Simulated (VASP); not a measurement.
Set up this calculation in VASP 6.6.1, as the native input.

| Item | Value |
| --- | --- |
| Task | single point |
| Functional | PBE |
| Potentials or basis | VASP PAW PBE potentials, release 64 (Pb_d, O) |
| Cutoff | 520 eV |
| k mesh | 5 × 5 × 6 |
| Occupations | fermi-dirac, width 0.05 eV |
| Spin | no spin polarisation |
| Further INCAR settings | ALGO = Normal; EDIFF = 1e-07; NBANDS = 50 |

The structure of PbO lies in POSCAR:

```
PbO
1.0
    5.8760000000      0.0000000000      0.0000000000
    0.0000000000      5.4760000000      0.0000000000
    0.0000000000      0.0000000000      4.7430000000
Pb O
4 4
Direct
    0.7690000000      0.5140000000      0.2500000000
    0.2310000000      0.4860000000      0.7500000000
    0.7690000000      0.9860000000      0.7500000000
    0.2310000000      0.0140000000      0.2500000000
    0.1320000000      0.5820000000      0.2500000000
    0.8680000000      0.4180000000      0.7500000000
    0.1320000000      0.9180000000      0.7500000000
    0.8680000000      0.0820000000      0.2500000000
```

One way to write it, as run:

INCAR

```
ALGO     = Normal         # electronic algorithm
EDIFF    = 1E-7           # SCF threshold, eV
ENCUT    = 520            # plane-wave cutoff, eV
GGA      = PE             # functional
ISIF     = 2              # what is computed and relaxed
ISMEAR   = -1             # smearing method
LASPH    = T              # aspherical terms in the spheres
LCHARG   = F              # write CHGCAR
LREAL    = F              # projectors in reciprocal space
LWAVE    = F              # write WAVECAR
NBANDS   = 50             # bands
NELM     = 100            # most SCF steps
PREC     = Accurate       # precision mode
SIGMA    = 0.05           # smearing width, eV
```

KPOINTS

```
k-points
0
Gamma
  5 5 6
```

Potentials or basis: VASP PAW PBE potentials, release 64 (Pb_d, O).

Run with:

```sh
$ cat potpaw_PBE.64/Pb_d/POTCAR potpaw_PBE.64/O/POTCAR > POTCAR
$ mpirun -np 1 vasp_std > vasp.out
```

Results of the run:

* Pressure: 2.4 GPa
* Largest force: 0.947 eV/Å
* Band gap on the k mesh: 1.97 eV, indirect (least direct gap 2.15 eV)

Caveat: spin-orbit coupling is left out, which as a rule narrows the gap of such compounds by several tenths of an eV; an odd mesh through Γ misses points on the zone boundary, where band edges often lie; the cell's inner coordinates are idealised or old, which leaves forces on the atoms.

Wall time 2.8 min on 1 thread of Intel(R) Xeon(R) Platinum 8559C (Emerald Rapids), with other jobs on the host, peak memory 0.37 GiB.
